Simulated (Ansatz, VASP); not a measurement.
Given: the input of a run of VASP 6.6.1 on PbS (Galena).

Contents of POSCAR:

```
PbS
1.0
    0.0000000000      2.9657500000      2.9657500000
    2.9657500000      0.0000000000      2.9657500000
    2.9657500000      2.9657500000      0.0000000000
Pb S
1 1
Direct
    0.0000000000      0.0000000000      0.0000000000
    0.5000000000      0.5000000000      0.5000000000
```

Contents of INCAR.step1:

```
SYSTEM = PbS
ALGO = Normal
EDIFF = 1E-5
ENCUT = 520
GGA = PE
ISIF = 2
ISMEAR = -1
LASPH = .True.
LCHARG = .False.
LREAL = .False.
LWAVE = .True.
NBANDS = 17
NELM = 60
PREC = Accurate
SIGMA = 0.05
```

File INCAR.step2:

```
SYSTEM = PbS
AEXX = 0.2
AGGAC = 0.81
AGGAX = 0.72
ALDAC = 0.19
ALGO = Normal
EDIFF = 1E-6
ENCUT = 520
GGA = B3
HFRCUT = -1
ISIF = 2
ISMEAR = -1
ISTART = 1
LASPH = .True.
LCHARG = .False.
LHFCALC = .True.
LREAL = .False.
LWAVE = .False.
NBANDS = 17
NELM = 60
PREC = Accurate
PRECFOCK = Fast
SIGMA = 0.05
```

The input KPOINTS:

```
k-points
0
Gamma
  4 4 4
  0 0 0
```

File KPOINTS_OPT:

```
path GXWKGLUWLK,UX
8
line-mode
reciprocal
 0.0000000000  0.0000000000  0.0000000000  G
 0.5000000000  0.0000000000  0.5000000000  X

 0.5000000000  0.0000000000  0.5000000000  X
 0.5000000000  0.2500000000  0.7500000000  W

 0.5000000000  0.2500000000  0.7500000000  W
 0.3750000000  0.3750000000  0.7500000000  K

 0.3750000000  0.3750000000  0.7500000000  K
 0.0000000000  0.0000000000  0.0000000000  G

 0.0000000000  0.0000000000  0.0000000000  G
 0.5000000000  0.5000000000  0.5000000000  L

 0.5000000000  0.5000000000  0.5000000000  L
 0.6250000000  0.2500000000  0.6250000000  U

 0.6250000000  0.2500000000  0.6250000000  U
 0.5000000000  0.2500000000  0.7500000000  W

 0.5000000000  0.2500000000  0.7500000000  W
 0.5000000000  0.5000000000  0.5000000000  L

 0.5000000000  0.5000000000  0.5000000000  L
 0.3750000000  0.3750000000  0.7500000000  K

 0.6250000000  0.2500000000  0.6250000000  U
 0.5000000000  0.0000000000  0.5000000000  X
```

Potentials or basis: VASP PAW PBE potentials, release 64 (Pb_d, S).

The run is started by

```console
$ cat potpaw_PBE.64/Pb_d/POTCAR potpaw_PBE.64/S/POTCAR > POTCAR
$ cp INCAR.step1 INCAR
$ mpirun -np 1 vasp_std > vasp.out
$ cp INCAR.step2 INCAR
$ mpirun -np 1 vasp_std > vasp.out
```

Task: Translate it to Ansatz 0.2.0. Potentials there: Ansatz PAW.

Result: As run (the cutoff follows the program's own potentials):

input.yaml

```yaml
crystal:
  lattice:
    - [0.0, 2.96575, 2.96575]
    - [2.96575, 0.0, 2.96575]
    - [2.96575, 2.96575, 0.0]
  atoms:
    - { symbol: Pb, position: [0.0, 0.0, 0.0] }
    - { symbol: S, position: [0.5, 0.5, 0.5] }
hamiltonian:
  xc: b3lyp
  pseudopotentials: { kind: paw }
kpoints:
  mp_grid: { grid: [4, 4, 4] }
  band_path:
    path:
      - [[0.0, 0.0, 0.0], [0.5, 0.0, 0.5], [0.5, 0.25, 0.75], [0.375, 0.375, 0.75], [0.0, 0.0, 0.0], [0.5, 0.5, 0.5], [0.625, 0.25, 0.625], [0.5, 0.25, 0.75], [0.5, 0.5, 0.5], [0.375, 0.375, 0.75]]
      - [[0.625, 0.25, 0.625], [0.5, 0.0, 0.5]]
    npoints: 4
scf:
  occupations: { method: fermi_dirac, width: 0.05 }
  n_extra_bands: 6
output:
  forces: true
  stress: true
  eigenvalues: true
  fatbands: false
```

Potentials or basis: Ansatz PAW.

Launch:

```sh
$ ansatz run input.yaml --threads 2 --pin off --max-ram 5632MiB --backend cpu --events-out ev --progress --plain --runs-dir out
```

Both were run:

|  | VASP | Ansatz | Ansatz less VASP |
| --- | --- | --- | --- |
| gap on the k mesh at the Fermi level (eV) | 1.32 | 1.35 | +0.029 |
| least direct gap on the mesh (eV) | 1.32 | 1.35 | +0.029 |
| gap along the band path (eV) | 1.32 | 1.35 | +0.029 |
| pressure (GPa) | 4.6 | 4.6 | 0.00 |

Caveats: the k mesh is coarse (spacing up to 0.46 Å⁻¹), so the values aren't converged, least of all with exact exchange; spin-orbit coupling is left out, which as a rule narrows the gap of such compounds by several tenths of an eV; the PAW data sets were made with another functional, which shifts forces and pressure a little (VASP); the PAW data sets come from PBE, with cores solved anew for the run's functional, which leaves a small shift of forces and pressure (Ansatz); the thresholds are loose for stress (Ansatz).
